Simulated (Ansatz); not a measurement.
Reactions of AuH (`[AuH]`).

Program: Ansatz. Geometries: PBE0-D4/def2-TZVP. ΔE: electronic, gas phase. CBS: MP2 limit from def2 TZ/QZ plus the TZ coupled-cluster correction, frozen cores. This one scheme is used for every species, atoms too. DFT in def2-TZVPP. No spin–orbit coupling; open shells (•) take unrestricted orbitals. Spin–orbit coupling would lower the free atoms: a little for Cl, F. def2 core potentials past Kr. For Au, Br, Sn outer-core shells are correlated without core-valence functions, so the limit isn't a true one: a few kJ/mol of doubt a bond, and 10 to 20 or more in all where bonds break to atoms. Scalar relativity is left out up to krypton. Each species was taken in one conformer, which may not be the lowest.

```json
{"reaction": "`[AuH]` + `C[O][SnH]([OH])[Cl]` → `[Cl][Au]` + `C[O][SnH2][OH]`", "CCSD(T)/CBS(def2) (kJ/mol)": "105"}
{"reaction": "`[AuH]` + H• → Au• + H₂", "CCSD(T)/CBS(def2) (kJ/mol)": "?"}
{"reaction": "`[AuH]` + F• → Au• + H–F", "CCSD(T)/CBS(def2) (kJ/mol)": "-276"}
{"reaction": "`[AuH]` + `F[C](F)F`• → Au• + trifluoromethane", "CCSD(T)/CBS(def2) (kJ/mol)": "-159"}
{"reaction": "`[AuH]` + `[SiH3]`• → Au• + SiH₄", "CCSD(T)/CBS(def2) (kJ/mol)": "-87"}
{"reaction": "`[AuH]` → Au• + H•", "CCSD(T)/CBS(def2) (kJ/mol)": "320"}
{"reaction": "`[AuH]` + `[Br][Au]` → `[Au][Au]` + HBr", "CCSD(T)/CBS(def2) (kJ/mol)": "?"}
{"reaction": "`[AuH]` + `[OH]`• → Au• + H₂O", "CCSD(T)/CBS(def2) (kJ/mol)": "?"}
{"reaction": "`[AuH]` + Cl• → Au• + HCl", "CCSD(T)/CBS(def2) (kJ/mol)": "-131"}
```

Question: Fill in the missing values. (An estimate is asked.)

Answer: The calculation gave: `[AuH]` + H• → Au• + H₂: -141.0 kJ/mol; `[AuH]` + `[Br][Au]` → `[Au][Au]` + HBr: -29.2 kJ/mol; `[AuH]` + `[OH]`• → Au• + H₂O: -209.9 kJ/mol.

Largest T1 diagnostic: 0.027, for `[AuH]`, so its coupled-cluster energy is less sure.
